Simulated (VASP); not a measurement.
A run of VASP 6.6.1:

Contents of POSCAR:

```
TiO
1.0
    3.0093900000      0.0000000000      0.0000000000
    0.0000000000      3.0093900000      0.0000000000
    0.0000000000      0.0000000000      3.6804200000
Ti O
1 1
Direct
    0.0000000000      0.0000000000      0.0000000000
    0.0000000000      0.0000000000      0.5000000000
```

INCAR.step1

```
SYSTEM = TiO
PREC = Accurate
ENCUT = 520
EDIFF = 1E-5
ISMEAR = -1
SIGMA = 0.05
LREAL = .False.
LASPH = .True.
NELM = 100
ALGO = Normal
ISIF = 2
LWAVE = .True.
LCHARG = .False.
NBANDS = 16
GGA = PE
```

File INCAR.step2:

```
SYSTEM = TiO
PREC = Accurate
ENCUT = 520
EDIFF = 1E-7
ISMEAR = -1
SIGMA = 0.05
LREAL = .False.
LASPH = .True.
NELM = 100
ALGO = Normal
ISIF = 2
LWAVE = .False.
LCHARG = .False.
GGA = PE
LHFCALC = .True.
HFSCREEN = 0.2
AEXX = 0.25
PRECFOCK = Fast
NBANDS = 16
ISTART = 1
```

KPOINTS

```
Automatic mesh
0
Gamma
  5 5 4
  0 0 0
```

Potentials or basis: VASP PAW PBE potentials, release 64 (Ti_sv, O).

Launch:

```bash
$ cat potpaw_PBE.64/Ti_sv/POTCAR potpaw_PBE.64/O/POTCAR > POTCAR
$ cp INCAR.step1 INCAR
$ mpirun -np 1 vasp_std > vasp.out
$ cp INCAR.step2 INCAR
$ mpirun -np 1 vasp_std > vasp.out
```

Hardware: 1 thread of AMD EPYC 9R45 (Zen 5), on a shared host.

**Question.** Estimate the wall time of this run.

**Answer.** It took 8.2 min on 1 thread of AMD EPYC 9R45 (Zen 5) (shared host), peak memory 0.22 GiB. Counts: scf iterations 18, k points 18.
